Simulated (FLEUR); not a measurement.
# TePb (Fm-3m) in FLEUR: a series of runs

The runs below take TePb through band structure, equation of state, with AM05.

All numbers are computed with FLEUR MaX-R8.1 (later development tree); they aren't measurements. Logs are shortened: lines on timing, memory, paths and dates and some standing lists are left out, and cuts for length are marked.

**Experimental background.**

A printed reference work, monograph reports, for a bulk crystal of TePb at 4.2 K: band gap 0.19 eV (direct).

The runs below are set against these values where they give the same quantity.

## (1) Starting point

The structure is cubic, space group Fm-3m (No. 225). The conventional cell has a = 6.462 Å, b = 6.462 Å, c = 6.462 Å, α = 90.00°, β = 90.00°, γ = 90.00°. Around Pb (site symmetry m-3m) lie 6 Te at 3.23 Å. Te (site symmetry m-3m) has 6 Pb at 3.23 Å as nearest neighbours.

## (2) Band structure, AM05

The input, inp.xml:

```xml
<?xml version="1.0" encoding="UTF-8" standalone="no"?>
<fleurInput fleurInputVersion="0.39">
   <comment>
      TePb                                                                                                
   </comment>
   <calculationSetup>
      <cutoffs Kmax="4.1" Gmax="12.7" GmaxXC="12.7" numbands="0"/>
      <scfLoop itmax="60" minDistance="0.00001" maxIterBroyd="15" imix="Anderson" alpha="0.05" precondParam="0.0" spinf="2.0" sdNocoIR="T"/>
      <coreElectrons ctail="T" frcor="F" kcrel="0" coretail_lmax="0"/>
      <xcFunctional name="LibXC" relativisticCorrections="F">
         <LibXCName exchange="gga_x_am05" correlation="gga_c_am05"/>
      </xcFunctional>
      <magnetism jspins="1"/>
      <soc l_soc="F" theta="0.0" phi="0.0" spav="F"/>
      <expertModes spex="0" secvar="F"/>
      <geometryOptimization l_f="F" forcealpha="1.0" forcemix="BFGS" epsdisp="0.00001" epsforce="0.00001"/>
      <ldaU l_linMix="F" mixParam="0.05" spinf="1.0"/>
   </calculationSetup>
   <cell>
      <bzIntegration valenceElectrons="42.0" mode="hist" fermiSmearingEnergy="0.00183747">
         <kPointListSelection listName="default-1"/>
         <!-- k-points included here -->
         <xi:include xmlns:xi="http://www.w3.org/2001/XInclude" href="kpts.xml"> </xi:include>
      </bzIntegration>
      <!-- symmetry operations included here -->
      <xi:include xmlns:xi="http://www.w3.org/2001/XInclude" href="sym.xml"> </xi:include>
[... 35 lines left out ...]
         <lo type="SCLO" l="1" n="4" eDeriv="0"/>
         <lo type="SCLO" l="1" n="4" eDeriv="1"/>
         <lo type="SCLO" l="2" n="4" eDeriv="0"/>
         <lo type="SCLO" l="2" n="4" eDeriv="1"/>
         <lo type="SCLO" l="0" n="5" eDeriv="2"/>
         <lo type="SCLO" l="3" n="4" eDeriv="2"/>
      </species>
   </atomSpecies>
   <atomGroups>
      <atomGroup species="Lead (Pb)">
         <relPos label="                   1">.0000000000 .0000000000 .0000000000</relPos>
         <force calculate="T" relaxXYZ="TTT"/>
      </atomGroup>
      <atomGroup species="Tellurium (Te)">
         <relPos label="                   2">1.000/2.000 1.000/2.000 1.000/2.000</relPos>
         <force calculate="T" relaxXYZ="TTT"/>
      </atomGroup>
   </atomGroups>
   <output dos="F" band="F" slice="F">
      <checks vchk="F" cdinf="F"/>
      <bandDOS minEnergy="-.5*Htr" maxEnergy="0.5*Htr" sigma="0.015" storeEVData="T"/>
      <vacuumDOS vacdos="F" integ="F" star="F" nstars="0" locx1="0.0" locy1="0.0" locx2="0.0" locy2="0.0" nstm="0" tworkf="0.0"/>
      <unfoldingBand unfoldBand="F" supercellX="1" supercellY="1" supercellZ="1"/>
      <plotting iplot="0" polar="F">
         <plot TwoD="T" vec1="  1.0  0.0  0.0" vec2="  0.0  1.0  0.0" vec3="  0.0  0.0  1.0" zero="  0.0  0.0  0.0" file="plot"/>
      </plotting>
      <chargeDensitySlicing numkpt="0" minEigenval="0.0" maxEigenval="0.0" nnne="0" pallst="F"/>
      <specialOutput eonly="F"/>
      <moessbauerParams electricFieldGradient="T" isomerShift="T" coreHyperfine="T" valenceHyperfine="T"/>
      <magneticCircularDichroism mcd="F" energyLo="-10.0" energyUp="0.0"/>
   </output>
  <!-- We include the file relax.xml here to enable relaxations (see documentation) -->
  <xi:include xmlns:xi="http://www.w3.org/2001/XInclude" href="relax.xml"> <xi:fallback/> </xi:include>
</fleurInput>
```

The input, crystal.txt:

```
TePb
&input cartesian=F /
0.0000000000  3.2310000000  3.2310000000
3.2310000000  0.0000000000  3.2310000000
3.2310000000  3.2310000000  0.0000000000
1.8897261246
1.0 1.0 1.0

2
82 0.0000000000  0.0000000000  0.0000000000
52 0.5000000000  0.5000000000  0.5000000000

&kpt div1=7 div2=7 div3=7 gamma=T /
```

The input, inp.xml (bands):

```
<?xml version="1.0" encoding="UTF-8" standalone="no"?>
<fleurInput fleurInputVersion="0.39">
   <comment>
      TePb                                                                                                
   </comment>
   <calculationSetup>
      <cutoffs Kmax="4.1" Gmax="12.7" GmaxXC="12.7" numbands="0"/>
      <scfLoop itmax="60" minDistance="0.00001" maxIterBroyd="15" imix="Anderson" alpha="0.05" precondParam="0.0" spinf="2.0" sdNocoIR="T"/>
      <coreElectrons ctail="T" frcor="F" kcrel="0" coretail_lmax="0"/>
      <xcFunctional name="LibXC" relativisticCorrections="F">
         <LibXCName exchange="gga_x_am05" correlation="gga_c_am05"/>
      </xcFunctional>
      <magnetism jspins="1"/>
      <soc l_soc="F" theta="0.0" phi="0.0" spav="F"/>
      <expertModes spex="0" secvar="F"/>
      <geometryOptimization l_f="F" forcealpha="1.0" forcemix="BFGS" epsdisp="0.00001" epsforce="0.00001"/>
      <ldaU l_linMix="F" mixParam="0.05" spinf="1.0"/>
   </calculationSetup>
   <cell>
      <bzIntegration valenceElectrons="42.0" mode="hist" fermiSmearingEnergy="0.00183747">
         <kPointListSelection listName="path-1"/>
         <!-- k-points included here -->
         <xi:include xmlns:xi="http://www.w3.org/2001/XInclude" href="kpts.xml"> </xi:include>
      </bzIntegration>
      <!-- symmetry operations included here -->
      <xi:include xmlns:xi="http://www.w3.org/2001/XInclude" href="sym.xml"> </xi:include>
[... 35 lines left out ...]
         <lo type="SCLO" l="1" n="4" eDeriv="0"/>
         <lo type="SCLO" l="1" n="4" eDeriv="1"/>
         <lo type="SCLO" l="2" n="4" eDeriv="0"/>
         <lo type="SCLO" l="2" n="4" eDeriv="1"/>
         <lo type="SCLO" l="0" n="5" eDeriv="2"/>
         <lo type="SCLO" l="3" n="4" eDeriv="2"/>
      </species>
   </atomSpecies>
   <atomGroups>
      <atomGroup species="Lead (Pb)">
         <relPos label="                   1">.0000000000 .0000000000 .0000000000</relPos>
         <force calculate="T" relaxXYZ="TTT"/>
      </atomGroup>
      <atomGroup species="Tellurium (Te)">
         <relPos label="                   2">1.000/2.000 1.000/2.000 1.000/2.000</relPos>
         <force calculate="T" relaxXYZ="TTT"/>
      </atomGroup>
   </atomGroups>
   <output dos="F" band="T" slice="F">
      <checks vchk="F" cdinf="F"/>
      <bandDOS minEnergy="-.5*Htr" maxEnergy="0.5*Htr" sigma="0.015" storeEVData="T"/>
      <vacuumDOS vacdos="F" integ="F" star="F" nstars="0" locx1="0.0" locy1="0.0" locx2="0.0" locy2="0.0" nstm="0" tworkf="0.0"/>
      <unfoldingBand unfoldBand="F" supercellX="1" supercellY="1" supercellZ="1"/>
      <plotting iplot="0" polar="F">
         <plot TwoD="T" vec1="  1.0  0.0  0.0" vec2="  0.0  1.0  0.0" vec3="  0.0  0.0  1.0" zero="  0.0  0.0  0.0" file="plot"/>
      </plotting>
      <chargeDensitySlicing numkpt="0" minEigenval="0.0" maxEigenval="0.0" nnne="0" pallst="F"/>
      <specialOutput eonly="F"/>
      <moessbauerParams electricFieldGradient="T" isomerShift="T" coreHyperfine="T" valenceHyperfine="T"/>
      <magneticCircularDichroism mcd="F" energyLo="-10.0" energyUp="0.0"/>
   </output>
  <!-- We include the file relax.xml here to enable relaxations (see documentation) -->
  <xi:include xmlns:xi="http://www.w3.org/2001/XInclude" href="relax.xml"> <xi:fallback/> </xi:include>
</fleurInput>
```

Potentials or basis: all-electron, FLAPW.

Launch:

```sh
$ inpgen -f crystal.txt -profile fastHighL
$ # inp.xml edited to the form shown
$ fleur_MPI
$ fleur_MPI   # second run, on inp.xml (bands)
```

The log of the run:

```text
Welcome to FLEUR        (www.flapw.de)
      MaX-Release 8.1          (www.max-centre.eu)
 func_ids         135         120         135         120
The functional 'Armiento & Mattsson 05' is an exchange functional, it belongs to the 'GGA' family and is defined in the reference(s):
[1] R. Armiento and A. E. Mattsson.,  Phys. Rev. B 72, 085108 (2005)
[2] A. E. Mattsson, R. Armiento, J. Paier, G. Kresse, J. M. Wills, and T. R. Mattsson.,  J. Chem. Phys. 128, 084714 (2008)
The functional 'Armiento & Mattsson 05' is a correlation functional, it belongs to the 'GGA' family and is defined in the reference(s):
[1] R. Armiento and A. E. Mattsson.,  Phys. Rev. B 72, 085108 (2005)
[2] A. E. Mattsson, R. Armiento, J. Paier, G. Kresse, J. M. Wills, and T. R. Mattsson.,  J. Chem. Phys. 128, 084714 (2008)
 Using same functional for VXC and EXC

 ========== k-point set info ==========
 Selected k-point list: default-1
 k-point list type: mesh
 7 x 7 x 7
 Number of k points: 20

 ------------Calculation Setup---------------------------
 Number of MPI-tasks      :            1
 Number of PE/node        :            1
 Number of OMP-threads    :            1
 Most efficient MPI parallelization for:
           1           2           4           5          10          20
 Additional eigenvalue parallelization possible
 Number of basis functions:          625
 Approximate size of matrices (H+S) per k-point:         0.006 GB
 --------------------------------------------------------
 Iteration:     1   Distance:       8.67940281 me/bohr^3
 Iteration:     2   Distance:       8.15967997 me/bohr^3
 Iteration:     3   Distance:       3.33639951 me/bohr^3
 Iteration:     4   Distance:       0.92636331 me/bohr^3
 Iteration:     5   Distance:       0.70939778 me/bohr^3
 Iteration:     6   Distance:       0.09086087 me/bohr^3
 Iteration:     7   Distance:       0.08075085 me/bohr^3
 Iteration:     8   Distance:       0.01189868 me/bohr^3
 Iteration:     9   Distance:       0.00491932 me/bohr^3
 Iteration:    10   Distance:       0.00459011 me/bohr^3
 Iteration:    11   Distance:       0.00060213 me/bohr^3
 Iteration:    12   Distance:       0.00009853 me/bohr^3
 Iteration:    13   Distance:       0.00008591 me/bohr^3
 Iteration:    14   Distance:       0.00001148 me/bohr^3
 Iteration:    15   Distance:       0.00000117 me/bohr^3

 ********************************************************************
 Run finished successfully
 Stop message:
   all done
 ********************************************************************
```

Run time: 71 s. Hardware: 1 thread of Arm Neoverse V1, shared host; peak memory 0.08 GiB.

Results:

* Free energy: -753998.4081 eV
* Band gap along the path: 0.71 eV, direct
* Valence electrons inside the program's atomic spheres: Pb 17.94; Te 20.14 (radii Pb 2.66, Te 2.66 bohr)

Levels at the corners of the path, in eV from the Fermi level:
```tsv
point	band 19	band 20	band 21	band 22	band 23	band 24
Γ	-1.23	-1.23	-1.23	4.19	4.19	4.19
X	-4.39	-2.68	-2.68	3.38	5.58	5.58
W	-3.67	-3.67	-0.24	1.77	5.32	5.32
K	-4.00	-2.18	-1.97	3.67	3.90	5.22
Γ	-1.23	-1.23	-1.23	4.19	4.19	4.19
L	-0.76	-0.76	0.11	0.81	1.38	1.38
U	-4.00	-2.18	-1.97	3.67	3.90	5.22
W	-3.67	-3.67	-0.24	1.77	5.32	5.32
L	-0.76	-0.76	0.11	0.81	1.38	1.38
K	-4.00	-2.18	-1.97	3.67	3.90	5.22
U	-4.00	-2.18	-1.97	3.67	3.90	5.22
X	-4.39	-2.68	-2.68	3.38	5.58	5.58
```

Core levels (eV from the Fermi level):
| atom | levels |
| --- | --- |
| 1 Pb | 1s1/2 -87914.0, 2s1/2 -15708.9, 2p1/2 -15086.4, 2p3/2 -12899.0, 3s1/2 -3767.0, 3p1/2 -3486.1, 3p3/2 -2998.1, 4s1/2 -848.9, 3d3/2 -2536.4, 3d5/2 -2432.5, 4p1/2 -727.4, 4p3/2 -607.8, 4d3/2 -410.0, 4d5/2 -387.6, 4f5/2 -131.3, 4f7/2 -126.2, 5s1/2 -139.4 |
| 2 Te | 1s1/2 -31568.6, 2s1/2 -4836.0, 2p1/2 -4531.9, 2p3/2 -4257.9, 3s1/2 -957.6, 3p1/2 -832.5, 3p3/2 -781.4, 4s1/2 -158.3, 3d3/2 -560.4, 3d5/2 -549.7 |

Caveat: this odd mesh misses L, where the gap lies, so gap, dielectric constants and Born charges aren't listed; spin-orbit coupling is left out, which moves the levels of the heavy elements.

## (3) Equation of state, AM05, 31.71 Å³/atom (volume scaled by 0.94)

Changes to inp.xml since step 2:

```diff
@@ -26,3 +26,3 @@
       <xi:include xmlns:xi="http://www.w3.org/2001/XInclude" href="sym.xml"> </xi:include>
-      <bulkLattice scale="1.0">
+      <bulkLattice scale="0.9795861087">
          <bravaisMatrix>
```

Potentials or basis: all-electron, FLAPW.

Launch:

```sh
$ inpgen -f crystal.txt -profile fastHighL
$ # inp.xml edited to the form shown
$ fleur_MPI
```

It took 52 s on 1 thread of Arm Neoverse V1, shared host; peak memory 0.08 GiB.

Results (log left out):

```
Free energy                                           : -753998.3689 eV
Valence electrons inside the program's atomic spheres : Pb 17.99; Te 20.18 (radii Pb 2.66, Te 2.66 bohr)
```

Caveat: this odd mesh misses L, where the gap lies, so gap, dielectric constants and Born charges aren't listed.

## (4) Equation of state, AM05, 32.38 Å³/atom (volume scaled by 0.96)

Changes to inp.xml since step 3:

```diff
@@ -26,3 +26,3 @@
       <xi:include xmlns:xi="http://www.w3.org/2001/XInclude" href="sym.xml"> </xi:include>
-      <bulkLattice scale="0.9795861087">
+      <bulkLattice scale="0.9864848297">
          <bravaisMatrix>
```

Launch:

```sh
$ inpgen -f crystal.txt -profile fastHighL
$ # inp.xml edited to the form shown
$ fleur_MPI
```

Wall time 52 s (1 thread of Arm Neoverse V1, shared host); peak memory 0.08 GiB.

The run converged. Its results:

| Item | Value |
| --- | --- |
| Free energy | -753998.3905 eV |
| Valence electrons inside the program's atomic spheres | Pb 17.97; Te 20.17 (radii Pb 2.66, Te 2.66 bohr) |

Caveat: this odd mesh misses L, where the gap lies, so gap, dielectric constants and Born charges aren't listed.

## (5) Equation of state, AM05, 33.73 Å³/atom

Changes to inp.xml since step 4:

```diff
@@ -26,3 +26,3 @@
       <xi:include xmlns:xi="http://www.w3.org/2001/XInclude" href="sym.xml"> </xi:include>
-      <bulkLattice scale="0.9864848297">
+      <bulkLattice scale="1.0000000000">
          <bravaisMatrix>
```

Launch:

```sh
$ inpgen -f crystal.txt -profile fastHighL
$ # inp.xml edited to the form shown
$ fleur_MPI
```

Wall time 60 s (1 thread of Arm Neoverse V1, shared host); peak memory 0.08 GiB.

It converged, with:

| Item | Value |
| --- | --- |
| Free energy | -753998.4081 eV |
| Valence electrons inside the program's atomic spheres | Pb 17.94; Te 20.14 (radii Pb 2.66, Te 2.66 bohr) |

Caveat: this odd mesh misses L, where the gap lies, so gap, dielectric constants and Born charges aren't listed.

## (6) Equation of state, AM05, 35.08 Å³/atom (volume scaled by 1.04)

Changes to inp.xml since step 5:

```diff
@@ -26,3 +26,3 @@
       <xi:include xmlns:xi="http://www.w3.org/2001/XInclude" href="sym.xml"> </xi:include>
-      <bulkLattice scale="1.0000000000">
+      <bulkLattice scale="1.0131594038">
          <bravaisMatrix>
```

Potentials or basis: all-electron, FLAPW.

Launch:

```sh
$ inpgen -f crystal.txt -profile fastHighL
$ # inp.xml edited to the form shown
$ fleur_MPI
```

It took 68 s on 1 thread of Arm Neoverse V1, shared host; peak memory 0.08 GiB.

It converged, with:

- Free energy: -753998.3966 eV
- Valence electrons inside the program's atomic spheres: Pb 17.91; Te 20.12 (radii Pb 2.66, Te 2.66 bohr)

Caveat: this odd mesh misses L, where the gap lies, so gap, dielectric constants and Born charges aren't listed.

## (7) Equation of state, AM05, 35.75 Å³/atom (volume scaled by 1.06)

Changes to inp.xml since step 6:

```diff
@@ -26,3 +26,3 @@
       <xi:include xmlns:xi="http://www.w3.org/2001/XInclude" href="sym.xml"> </xi:include>
-      <bulkLattice scale="1.0131594038">
+      <bulkLattice scale="1.0196128224">
          <bravaisMatrix>
```

Launch:

```sh
$ inpgen -f crystal.txt -profile fastHighL
$ # inp.xml edited to the form shown
$ fleur_MPI
```

Run time: 72 s. Hardware: 1 thread of Arm Neoverse V1, shared host; peak memory 0.09 GiB.

It converged, with:

| Quantity | Value |
| --- | --- |
| Free energy | -753998.3823 eV |
| Valence electrons inside the program's atomic spheres | Pb 17.90; Te 20.12 (radii Pb 2.66, Te 2.66 bohr) |

Caveat: this odd mesh misses L, where the gap lies, so gap, dielectric constants and Born charges aren't listed.

## (8) Equation of state, AM05

This step only gathers the single runs of the series.

Results:

* Equilibrium volume: 33.82 Å³/atom
* Bulk modulus: 42 GPa
* Pressure derivative of the bulk modulus: 4.9 (rough: it moves with the points fitted)

Energy against volume, from the lowest point:
| volume (Å³/atom) | energy (meV/atom) |
| --- | --- |
| 31.706 | 19.61 |
| 32.380 | 8.82 |
| 33.730 | 0.00 |
| 35.079 | 5.78 |
| 35.753 | 12.90 |

Caveat: this odd mesh misses L, where the gap lies, so gap, dielectric constants and Born charges aren't listed. The run has no spin-orbit coupling, so splittings on Pb, Te are missing.

## (9) Comparison with measurements

Step 2. Against the measured gap of TePb, 0.19 eV (direct; 4.2 K; a printed reference work, monograph), the calculated 0.71 eV is off by +0.52 eV. Spin-orbit coupling on Pb, Te is left out. The value is that of AM05, without temperature or zero-point motion.
